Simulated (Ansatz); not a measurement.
Start of a relaxation of BaHfO3:

```cif
data_structure
_symmetry_space_group_name_H-M 'C2/m'
_symmetry_Int_Tables_number 12
_cell_length_a 4.0191
_cell_length_b 9.3145
_cell_length_c 4.9850
_cell_angle_alpha 90.000
_cell_angle_beta 105.999
_cell_angle_gamma 90.000
_cell_volume 179.39
loop_
_atom_site_label
_atom_site_type_symbol
_atom_site_symmetry_multiplicity
_atom_site_Wyckoff_symbol
_atom_site_fract_x
_atom_site_fract_y
_atom_site_fract_z
_atom_site_occupancy
Ba1 Ba 2 a 0.00000 0.00000 0.00000 1
Hf1 Hf 2 d 0.50000 0.00000 0.50000 1
O1 O 4 g 0.50000 0.69961 0.00000 1
O2 O 2 b 0.50000 0.00000 0.00000 1
```

Computed with Ansatz 0.2.0, DFT PBE, scalar-relativistic, plane waves, PAW. Cutoff 420 eV, Gaussian smearing, Γ-centred meshes. Cell and atoms relax first on a coarse mesh and then on a converged one. In between, the cell is made exact in the group found at 0.06 Å. The steps can't lower the symmetry of their start. No spin polarisation.

A guess keeps its type if space group and coordination stay and the shape of the cell changes little (axis ratios within about 15 %, angles within 6°); the volume may change.

Task: Does this structure survive the relaxation?

Result: It doesn't keep its type. The symmetry goes from C2/m (No. 12) to Cmmm (No. 65). The volume per atom grows by 26.9 %, from 17.9 to 22.8 Å³. The shortest distance goes from 1.86 Å (Ba–O) to 1.81 Å (O–O). Counting neighbours within 15 % of an atom's shortest distance, the start has Ba 4, Hf 4, O 1/2 and the end Ba 2, Hf 2, O 1/4. In detail, at the end Ba has 2 O at 2.41 Å, 2 O at 3.43 Å, 4 O at 3.88 Å, 2 Ba at 3.93 Å and 4 Hf at 3.95 Å; Hf is surrounded by 2 O at 1.97 Å, 4 O at 2.67 Å, 2 Hf at 3.93 Å and 4 Ba at 3.95 Å; O on a site of symmetry m2m is surrounded by 1 O at 1.81 Å and 1 Ba at 2.41 Å; 1 more site not described.

```xyz
5
Lattice="3.4289 -4.2189 0.0000 3.4289 4.2189 0.0000 0.0000 0.0000 3.9349" Properties=species:S:1:pos:R:3 pbc="T T T"
Ba    0.0000    0.0000    0.0000
Hf    3.4289    0.0000    1.9675
O     3.4289   -1.8109    0.0000
O     3.4289    1.8109    0.0000
O     3.4289    0.0000    0.0000
```

The last run used an 8×8×10 mesh (in the run's order of axes) for its 5-atom cell and Gaussian smearing of 0.01 eV. These runs have no spin–orbit coupling, which can matter for Hf. Symmetry constrained the relaxation, so the result can be a saddle point. Another cell of BaHfO3 relaxed alike, in Pm-3m, lies 2.37 eV/atom lower, so this cell isn't the stable form at this level.

In counts of neighbours, a slash parts the counts of unlike sites.
